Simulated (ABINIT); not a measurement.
# How the form of the self-energy moves the gap of AlN (P6_3mc)

Wanted: the gap of AlN (P6_3mc) under several approximations, with cost.

Calculated with ABINIT 10.8.3; PBE and many-body steps on it, plane waves.

The database entry behind the starting cell differs from later determinations by our own check (inner coordinate u about 0.002 short), so it need not match the best structure at ambient conditions.

## Step 1: Set-up

The structure is hexagonal, space group P6_3mc (No. 186). The conventional cell has a = 3.113 Å, b = 3.113 Å, c = 4.981 Å, α = 90.00°, β = 90.00°, γ = 120.00°. Nearest to Al lie 4 N at 1.89 Å. Nearest to N lie 4 Al at 1.89 Å. Farther neighbours and most contacts between anions are not listed.

The cell and positions come from the Crystallography Open Database and are kept as given unless a step says otherwise.

## Step 2: Empty states on the mesh, 6×6×4 mesh, 190 bands

This step: ABINIT 10.8.3; DFT, PBE, plane waves, norm-conserving pseudopotentials.

The sums over transitions need many empty states on a uniform mesh; this step solves for them.

File run.abi:

```
acell 3*1.0 Angstrom
rprim 
  3.113000000011 -0.000000000003 0.000000000000
  -1.556500000003 2.695937081992 0.000000000000
  0.000000000000 0.000000000000 4.981000000000
ntypat 2
znucl 13 7
natom 4
typat 1 1 2 2
xred 
  0.333333333333 0.666666666667 0.000000000000
  0.666666666667 0.333333333333 0.500000000000
  0.333333333333 0.666666666667 0.380000000000
  0.666666666667 0.333333333333 0.880000000000
pp_dirpath "pseudos"
pseudos "Al.upf, N.upf"
ecut 36
ngkpt 6 6 4
nshiftk 1
shiftk 0 0 0
kptopt 1
chksymbreak 0
irdden 1
istwfk *1
nband 190
prtvol 0
optdriver 6
gwr_task "HDIAGO"
paral_kgb 0
occopt 1
indata_prefix "in"
outdata_prefix "out"
tmpdata_prefix "tmp"
```

Launch:

```bash
> OMP_NUM_THREADS=1 mpirun -n 8 abinit run.abi > log
```

What it wrote:

```text
.Version 10.8.3 of ABINIT. v10.8.2 released Aug 2026.

 Symmetries : space group P6_3 m c (#186); Bravais hP (primitive hexag.)
[... echo of the input left out ...]
== DATASET  1 ==================================================================
-   mpi_nproc: 8, omp_nthreads: 1 (-1 if OMP is not activated)

--- !DatasetInfo
iteration_state: {dtset: 1, }
dimensions: {natom: 4, nkpt: 21, mband: 190, nsppol: 1, nspinor: 1, nspden: 1, mpw: 2934, }
cutoff_energies: {ecut:  36.0, pawecutdg:  -1.0, }
[...]
Direct band gap semiconductor
 Fundamental gap:     4.220 (eV)
   VBM:     5.314 (eV) at k: [ 0.0000E+00,  0.0000E+00,  0.0000E+00]
   CBM:     9.535 (eV) at k: [ 0.0000E+00,  0.0000E+00,  0.0000E+00]
 Direct gap:         4.220 (eV) at k: [ 0.0000E+00,  0.0000E+00,  0.0000E+00]

== END DATASET(S) ==============================================================
================================================================================

 -outvars: echo values of variables after computation  --------
           etotal      0.0000000000E+00
            nband         190
             nkpt          21
          spgroup         186
 [... the other variables as echoed above ...]

 Calculation completed.
```

Wall time 26 s (8 MPI ranks of AMD EPYC 9R45, shared host); peak memory 4.2 GiB; 3.4 min of CPU time.

Numbers from this step:

```
gap                                                           : 4.220 eV
k of the valence top                                          : 0, 0, 0
k of the conduction bottom                                    : 0, 0, 0
least direct gap                                              : 4.220 eV
k points computed                                             : 21
lowest point of the top converged band, above the valence top : 134.4323 eV
```

On this mesh the gap is 4.220 eV.

The density comes from a self-consistent run that is not shown.

## Step 3: Screening, 6×6×4 mesh, 182 bands, screening to 228.6 eV

The RPA dielectric matrix is built and inverted for each q.

This step: RPA screening on PBE, plane waves, norm-conserving pseudopotentials.

Edit run.abi of step 2 so:

```diff
@@ -22,10 +22,11 @@
 chksymbreak 0
-irdden 1
 istwfk *1
-nband 190
-prtvol 0
-optdriver 6
-gwr_task "HDIAGO"
-paral_kgb 0
 occopt 1
+irdwfk 1
+optdriver 3
+nband 182
+ecuteps 8.4
+inclvkb 2
+awtr 1
+symchi 1
 indata_prefix "in"
```

What it wrote:

```text
.Version 10.8.3 of ABINIT. v10.8.2 released Aug 2026.

 Symmetries : space group P6_3 m c (#186); Bravais hP (primitive hexag.)
[... echo of the input left out ...]
== DATASET  1 ==================================================================
-   mpi_nproc: 8, omp_nthreads: 1 (-1 if OMP is not activated)

--- !DatasetInfo
iteration_state: {dtset: 1, }
dimensions: {natom: 4, nkpt: 21, mband: 182, nsppol: 1, nspinor: 1, nspden: 1, mpw: 2934, }
cutoff_energies: {ecut:  36.0, pawecutdg:  -1.0, }
electrons: {nelect:   1.60000000E+01, charge:   0.00000000E+00, occopt:   1.00000000E+00, tsmear:   1.00000000E-02, }

 SCREENING: Calculation of the susceptibility and dielectric matrices

 Based on a program developped by R.W. Godby, V. Olevano, G. Onida, and L. Reining.
 Incorporated in ABINIT by V. Olevano, G.-M. Rignanese, and M. Torrent.
.Using double precision arithmetic ; gwpc =  8

[... cell and pseudopotentials left out ...]
--------------------------------------------------------------------------------

 ==== K-mesh for the wavefunctions ====
 Number of points in the irreducible wedge :    21
[... list of points left out ...]
 Together with 12 symmetry operations and time-reversal symmetry
 yields   144 points in the full Brillouin Zone.

 ==== Q-mesh for the screening function ====
 Number of points in the irreducible wedge :    21
[... list of points left out ...]
 Together with 12 symmetry operations and time-reversal symmetry
 yields   144 points in the full Brillouin Zone.

 setmesh: FFT mesh size selected  =    24x   24x   40
          total number of points  =        23040

 vcoul_init : cutoff-mode = AUXILIARY_FUNCTION
 q-points for optical limit:   1
     1)      0.000010    0.000020    0.000030

- screening: taking advantage of time-reversal symmetry
- Maximum band index for partially occupied states nbvw = 8
- Remaining bands to be divided among processors   nbcw = 174
- Number of bands treated by each node ~21

 Number of electrons calculated from density =   16.0000; Expected =   16.0000
 average of density, n =  0.056718
 r_s =    1.6146
 omega_plasma =   22.9728 [eV]

 calculating chi0 at frequencies [eV] :
  1    0.000000E+00    0.000000E+00
  2    0.000000E+00    2.297283E+01

--------------------------------------------------------------------------------
  q-point number  1        q = ( 0.000000, 0.000000, 0.000000) [r.l.u.]
--------------------------------------------------------------------------------
[... chi0 elements left out ...]
 For q-point:  0.000010 0.000020 0.000030
  dielectric constant =   4.2128
  dielectric constant without local fields =   4.6425

  Average fulfillment of the sum rule on Im[epsilon] for q-point    1 :     89.87  [%]
[... wings left out ...]
  q-point number  2        q = ( 0.166667, 0.000000, 0.000000) [r.l.u.]
--------------------------------------------------------------------------------
[... chi0 elements left out ...]
  Average fulfillment of the sum rule on Im[epsilon] for q-point    2 :     94.40  [%]

 [... 19 further q-points ...]
```

Elapsed: 70 s, on 8 MPI ranks; peak memory 2.8 GiB; 9.3 min of CPU time.

This step gave:

```yaml
eps_infinity_with_local_fields_on_this_mesh_along_the_program_s_q_direction: 4.213
the_same_without_local_fields: 4.643
plasma_frequency: 22.97 eV
plane_waves_in_the_screening_matrix: 313
```

Local fields lower ε∞ by 9 %.

## Step 4: G0W0, Godby-Needs plasmon pole

The self-energy is evaluated for the states that the input lists, and the levels follow from it, in one-shot runs by the linearised quasiparticle equation.

This step: G0W0 on PBE, plane waves, norm-conserving pseudopotentials.

Edit run.abi of step 3 so:

```diff
@@ -25,8 +25,15 @@
 irdwfk 1
-optdriver 3
+optdriver 4
 nband 182
+gwcalctyp 0
+ecutsigx 36
+symsigma 1
+nkptgw 1
+kptgw 
+  0.0000000000 0.0000000000 0.0000000000
+bdgw 
+  6 10
 ecuteps 8.4
-inclvkb 2
-awtr 1
-symchi 1
+irdscr 1
+ppmodel 1
 indata_prefix "in"
```

What it wrote:

```text
.Version 10.8.3 of ABINIT. v10.8.2 released Aug 2026.

 Symmetries : space group P6_3 m c (#186); Bravais hP (primitive hexag.)
[... echo of the input left out ...]
== DATASET  1 ==================================================================
-   mpi_nproc: 8, omp_nthreads: 1 (-1 if OMP is not activated)

--- !DatasetInfo
iteration_state: {dtset: 1, }
dimensions: {natom: 4, nkpt: 21, mband: 182, nsppol: 1, nspinor: 1, nspden: 1, mpw: 2934, }
cutoff_energies: {ecut:  36.0, pawecutdg:  -1.0, }
electrons: {nelect:   1.60000000E+01, charge:   0.00000000E+00, occopt:   1.00000000E+00, tsmear:   1.00000000E-02, }

 SIGMA: Calculation of the GW corrections

 Based on a program developped by R.W. Godby, V. Olevano, G. Onida, and L. Reining.
 Incorporated in ABINIT by V. Olevano, G.-M. Rignanese, and M. Torrent.
.Using double precision arithmetic ; gwpc =  8

[... cell and pseudopotentials left out ...]
--------------------------------------------------------------------------------

 ==== K-mesh for the wavefunctions ====
 Number of points in the irreducible wedge :    21
[... list of points left out ...]
 Together with 12 symmetry operations and time-reversal symmetry
 yields   144 points in the full Brillouin Zone.

 ==== Q-mesh for screening function ====
 Number of points in the irreducible wedge :    21
[... list of points left out ...]
 Together with 12 symmetry operations and time-reversal symmetry
 yields   144 points in the full Brillouin Zone.

 vcoul_init : cutoff-mode = AUXILIARY_FUNCTION
 q-points for optical limit:   1
     1)      0.000010    0.000020    0.000030
 setmesh: FFT mesh size selected  =    27x   27x   54
          total number of points  =        39366

 Number of electrons calculated from density =   16.0000; Expected =   16.0000
 average of density, n =  0.056718
 r_s =    1.6146
 omega_plasma =   22.9728 [eV]

 === KS Band Gaps ===
  >>>> For spin  1
   Minimum direct gap =   4.2205 [eV], located at k-point      :   0.0000  0.0000  0.0000
   Fundamental gap    =   4.2205 [eV], Top of valence bands at :   0.0000  0.0000  0.0000
                                       Bottom of conduction at :   0.0000  0.0000  0.0000
 SIGMA fundamental parameters:
 PLASMON POLE MODEL  1
 number of plane-waves for SigmaX                 2863
 number of plane-waves for SigmaC and W            313
 number of plane-waves for wavefunctions          2863
 number of bands                                   182
 number of independent spin polarizations            1
 number of spinorial components                      1
 number of k-points in IBZ                          21
 number of q-points in IBZ                          21
 number of symmetry operations                      12
 number of k-points in BZ                          144
 number of q-points in BZ                          144
 number of frequencies for dSigma/dE                 9
 frequency step for dSigma/dE [eV]                0.25
 number of omega for Sigma on real axis              0
 max omega for Sigma on real axis  [eV]           0.00
 zcut for avoiding poles [eV]                     0.10

 EPSILON^-1 parameters (SCR file):
 dimension of the eps^-1 matrix on file            313
 dimension of the eps^-1 matrix used               313
 number of plane-waves for wavefunctions          2863
 number of bands                                   182
 number of q-points in IBZ                          21
 number of frequencies                               2
 number of real frequencies                          1
 number of imag frequencies                          1

 matrix elements of self-energy operator (all in [eV])

 Perturbative Calculation

--- !SelfEnergy_ee
iteration_state: {dtset: 1, }
kpoint     : [   0.000,    0.000,    0.000, ]
spin       : 1
KS_gap     :    4.220
QP_gap     :    5.615
Delta_QP_KS:    1.394
data: !SigmaeeData |
     Band     E0 <VxcDFT>   SigX SigC(E0)      Z dSigC/dE  Sig(E)    E-E0       E
        6   5.135 -16.968 -20.992   2.958   0.787  -0.271 -17.807  -0.839   4.296
        7   5.135 -16.968 -20.992   2.958   0.787  -0.271 -17.807  -0.839   4.296
        8   5.314 -17.078 -21.024   2.916   0.787  -0.271 -17.889  -0.811   4.504
        9   9.535 -12.527  -8.048  -3.764   0.817  -0.224 -11.944   0.584  10.118
       10  11.990 -10.836  -5.799  -4.284   0.827  -0.210 -10.214   0.622  12.612

== END DATASET(S) ==============================================================
================================================================================

 -outvars: echo values of variables after computation  --------
           etotal      0.0000000000E+00
            nband         182
             nkpt          21
          spgroup         186
 [... the other variables as echoed above ...]

 Calculation completed.
```

Elapsed: 8.8 s, on 8 MPI ranks; peak memory 2.7 GiB.

Numbers from this step:

```yaml
g0w0_gap_on_the_points_computed: 5.614 eV
starting_gap_on_the_mesh: 4.220 eV
k_of_the_valence_top: 0, 0, 0
k_of_the_conduction_bottom: 0, 0, 0
z_at_the_valence_top: 0.787
z_at_the_conduction_bottom: 0.817
least_direct_g0w0_gap_on_the_computed_points: 5.614 eV
```

The gap on the mesh goes from 4.22 eV to 5.61 eV, a correction of +1.39 eV.

## Step 5: G0W0, Hybertsen-Louie plasmon pole

Edit run.abi of step 4 so:

```diff
@@ -37,3 +37,3 @@
 irdscr 1
-ppmodel 1
+ppmodel 2
 indata_prefix "in"
```

What it wrote:

```text
.Version 10.8.3 of ABINIT. v10.8.2 released Aug 2026.

 Symmetries : space group P6_3 m c (#186); Bravais hP (primitive hexag.)
[... echo of the input left out ...]
== DATASET  1 ==================================================================
-   mpi_nproc: 8, omp_nthreads: 1 (-1 if OMP is not activated)

--- !DatasetInfo
iteration_state: {dtset: 1, }
dimensions: {natom: 4, nkpt: 21, mband: 182, nsppol: 1, nspinor: 1, nspden: 1, mpw: 2934, }
cutoff_energies: {ecut:  36.0, pawecutdg:  -1.0, }
electrons: {nelect:   1.60000000E+01, charge:   0.00000000E+00, occopt:   1.00000000E+00, tsmear:   1.00000000E-02, }

 SIGMA: Calculation of the GW corrections

 Based on a program developped by R.W. Godby, V. Olevano, G. Onida, and L. Reining.
 Incorporated in ABINIT by V. Olevano, G.-M. Rignanese, and M. Torrent.
.Using double precision arithmetic ; gwpc =  8

[... cell and pseudopotentials left out ...]
--------------------------------------------------------------------------------

 ==== K-mesh for the wavefunctions ====
 Number of points in the irreducible wedge :    21
[... list of points left out ...]
 Together with 12 symmetry operations and time-reversal symmetry
 yields   144 points in the full Brillouin Zone.

 ==== Q-mesh for screening function ====
 Number of points in the irreducible wedge :    21
[... list of points left out ...]
 Together with 12 symmetry operations and time-reversal symmetry
 yields   144 points in the full Brillouin Zone.

 vcoul_init : cutoff-mode = AUXILIARY_FUNCTION
 q-points for optical limit:   1
     1)      0.000010    0.000020    0.000030
 setmesh: FFT mesh size selected  =    27x   27x   54
          total number of points  =        39366

 Number of electrons calculated from density =   16.0000; Expected =   16.0000
[...]
number of q-points in IBZ                          21
 number of symmetry operations                      12
 number of k-points in BZ                          144
 number of q-points in BZ                          144
 number of frequencies for dSigma/dE                 9
 frequency step for dSigma/dE [eV]                0.25
 number of omega for Sigma on real axis              0
 max omega for Sigma on real axis  [eV]           0.00
 zcut for avoiding poles [eV]                     0.10

 EPSILON^-1 parameters (SCR file):
 dimension of the eps^-1 matrix on file            313
 dimension of the eps^-1 matrix used               313
 number of plane-waves for wavefunctions          2863
 number of bands                                   182
 number of q-points in IBZ                          21
 number of frequencies                               2
 number of real frequencies                          1
 number of imag frequencies                          1

 matrix elements of self-energy operator (all in [eV])

 Perturbative Calculation

--- !SelfEnergy_ee
iteration_state: {dtset: 1, }
kpoint     : [   0.000,    0.000,    0.000, ]
spin       : 1
KS_gap     :    4.220
QP_gap     :    5.721
Delta_QP_KS:    1.500
data: !SigmaeeData |
     Band     E0 <VxcDFT>   SigX SigC(E0)      Z dSigC/dE  Sig(E)    E-E0       E
        6   5.135 -16.968 -20.992   2.451   0.825  -0.212 -18.266  -1.298   3.837
        7   5.135 -16.968 -20.992   2.451   0.825  -0.212 -18.266  -1.298   3.837
        8   5.314 -17.078 -21.024   2.414   0.825  -0.212 -18.342  -1.265   4.050
        9   9.535 -12.527  -8.048  -4.200   0.846  -0.182 -12.291   0.236   9.771
       10  11.990 -10.836  -5.799  -4.581   0.852  -0.173 -10.447   0.389  12.379

== END DATASET(S) ==============================================================
================================================================================

 -outvars: echo values of variables after computation  --------
           etotal      0.0000000000E+00
            nband         182
             nkpt          21
          spgroup         186
 [... the other variables as echoed above ...]

 Calculation completed.
```

The job ended after 8.8 s (8 MPI ranks; peak memory 2.5 GiB).

Numbers from this step:

| Item | Value |
| --- | --- |
| G0W0 gap on the points computed | 5.721 eV |
| starting gap on the mesh | 4.220 eV |
| k of the valence top | 0, 0, 0 |
| k of the conduction bottom | 0, 0, 0 |
| Z at the valence top | 0.825 |
| Z at the conduction bottom | 0.846 |
| least direct G0W0 gap on the computed points | 5.721 eV |

Against G0W0 in ABINIT (6×6×4 mesh, 182 bands, screening to 228.6 eV, Godby-Needs plasmon pole), the gap moves by +0.107 eV.

## Step 6: G0W0, von der Linden-Horsch plasmon pole

Edit run.abi of step 5 so:

```diff
@@ -37,3 +37,3 @@
 irdscr 1
-ppmodel 2
+ppmodel 3
 indata_prefix "in"
```

What it wrote:

```text
.Version 10.8.3 of ABINIT. v10.8.2 released Aug 2026.

 Symmetries : space group P6_3 m c (#186); Bravais hP (primitive hexag.)
[... echo of the input left out ...]
== DATASET  1 ==================================================================
-   mpi_nproc: 8, omp_nthreads: 1 (-1 if OMP is not activated)

--- !DatasetInfo
iteration_state: {dtset: 1, }
dimensions: {natom: 4, nkpt: 21, mband: 182, nsppol: 1, nspinor: 1, nspden: 1, mpw: 2934, }
cutoff_energies: {ecut:  36.0, pawecutdg:  -1.0, }
[...]
8   5.314 -17.078 -21.024   2.501   0.838  -0.193 -18.289  -1.211   4.104
        9   9.535 -12.527  -8.048  -4.157   0.860  -0.163 -12.250   0.277   9.812
       10  11.990 -10.836  -5.799  -4.716   0.870  -0.150 -10.557   0.279  12.269

== END DATASET(S) ==============================================================
================================================================================

 -outvars: echo values of variables after computation  --------
           etotal      0.0000000000E+00
            nband         182
             nkpt          21
          spgroup         186
 [... the other variables as echoed above ...]

 Calculation completed.
```

It took 5.8 s on 8 MPI ranks; peak memory 1.3 GiB.

Numbers from this step:

- G0W0 gap on the points computed: 5.708 eV
- starting gap on the mesh: 4.220 eV
- k of the valence top: 0, 0, 0
- k of the conduction bottom: 0, 0, 0
- least direct G0W0 gap on the computed points: 5.708 eV

Against G0W0 in ABINIT (6×6×4 mesh, 182 bands, screening to 228.6 eV, Godby-Needs plasmon pole), the gap moves by +0.094 eV.

## Step 7: G0W0, Engel-Farid plasmon pole

Edit run.abi of step 6 so:

```diff
@@ -37,3 +37,3 @@
 irdscr 1
-ppmodel 3
+ppmodel 4
 indata_prefix "in"
```

What it wrote:

```text
.Version 10.8.3 of ABINIT. v10.8.2 released Aug 2026.

 Symmetries : space group P6_3 m c (#186); Bravais hP (primitive hexag.)
[... echo of the input left out ...]
== DATASET  1 ==================================================================
-   mpi_nproc: 8, omp_nthreads: 1 (-1 if OMP is not activated)

--- !DatasetInfo
iteration_state: {dtset: 1, }
dimensions: {natom: 4, nkpt: 21, mband: 182, nsppol: 1, nspinor: 1, nspden: 1, mpw: 2934, }
cutoff_energies: {ecut:  36.0, pawecutdg:  -1.0, }
[...]
8   5.314 -17.078 -21.024   2.537   0.801  -0.248 -18.206  -1.129   4.186
        9   9.535 -12.527  -8.048  -4.021   0.832  -0.202 -12.146   0.381   9.916
       10  11.990 -10.836  -5.799  -4.491   0.839  -0.193 -10.379   0.457  12.447

== END DATASET(S) ==============================================================
================================================================================

 -outvars: echo values of variables after computation  --------
           etotal      0.0000000000E+00
            nband         182
             nkpt          21
          spgroup         186
 [... the other variables as echoed above ...]

 Calculation completed.
```

Wall time 5.7 s (8 MPI ranks); peak memory 1.3 GiB; 44 s of CPU time.

This step gave:

* G0W0 gap on the points computed: 5.73 eV
* starting gap on the mesh: 4.220 eV
* k of the valence top: 0, 0, 0
* k of the conduction bottom: 0, 0, 0
* least direct G0W0 gap on the computed points: 5.73 eV

Against G0W0 in ABINIT (6×6×4 mesh, 182 bands, screening to 228.6 eV, Godby-Needs plasmon pole), the gap moves by +0.116 eV.

[end of part 1 of 2]

[Paths, hosts, dates, memory and timing lines, banners, echoed tables and standing remarks are left out of the program output.]

[Logs are printed without paths, hosts, clocks, repeated set-up lines and the standing remarks that a program may print on its own settings, such as how far it seeks lower states.]

[Runs of the session that timed out or met a known fault of the program may be left out.]

[Hosts, paths, dates, database ids (printed as entryN), source tags and the programs' standing remarks are cut or masked in the printed files.]

[G0W0 gaps are taken among the corrected bands and points alone; a level outside them can change the order at an edge.]

[Where Ansatz stands beside ABINIT at settings called matched, ABINIT's density can come from a denser mesh and the files from another edition; pairs whose starting gaps differed by over 0.03 eV were left out, so agreement reads better than it is.]
